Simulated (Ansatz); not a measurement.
`F[SiH](F)F` + acetic acid → `CC(=O)O[SiH](F)F` + H–F at 400 K and 1 bar (ligand exchange at the Si–F bond).

Calculated with Ansatz (gas phase, PBE0-D4/def2-TZVP geometries, no zero-point term in ΔE). CBS: MP2 limit from def2 TZ/QZ plus the TZ coupled-cluster correction, frozen cores. This one scheme is used for every species. One conformer a species, not always the lowest.

```
           species  CCSD(T)/CBS energy (Eh)  H − E (kJ/mol)  S (J/(mol·K))
      `F[SiH](F)F`               -589.26725            67.9          298.2
         `CC(=O)O`               -228.87529           185.0          309.7
`CC(=O)O[SiH](F)F`               -717.72603           214.0          415.7
               H–F               -100.39570            36.5          182.2
```

H − E and S are ideal-gas, rigid-rotor, harmonic terms from PBE0-D4/def2-TZVP, for one conformer and one mirror image of each species. 1 Eh = 2625.50 kJ/mol, R = 8.31446 J/(mol·K).

Problem. By hand: ΔE, ΔH, ΔS and ΔG.

Solution. ΔE = (-717.72603) + (-100.39570) − (-589.26725) − (-228.87529) = 0.02081 Eh = 54.6 kJ/mol. Δ(H − E) = 214.0 + 36.5 − 67.9 − 185.0 = -2.4, so ΔH = 52.2 kJ/mol. ΔS = 415.7 + 182.2 − 298.2 − 309.7 = -10.0 J/(mol·K). ΔG = 52.2 − 400 × (-10.0)/1000 = 56.2 kJ/mol.

Problem. By hand: the equilibrium constant, and the temperature at which ΔG would vanish if ΔH and ΔS stayed fixed.

Solution. log₁₀ K = −ΔG/(RT ln 10) = -7.3. ΔH and −TΔS have one sign here, so there is no such temperature.

The number of gas molecules stays the same, so ΔS is small and ΔH decides. A doubt of 5 kJ/mol in ΔE shifts log₁₀ K by 0.7 here. Other conformers and mirror images would add mixing entropy, several J/(mol·K) or more a flexible species. These are equilibria of isolated gas molecules and say nothing of rates. Largest T1 diagnostic: 0.015 (customary marks: 0.02 for closed shells, 0.045 for open ones).

ΔS is within the doubt of such terms, so its sign, and with it that verdict, could turn.
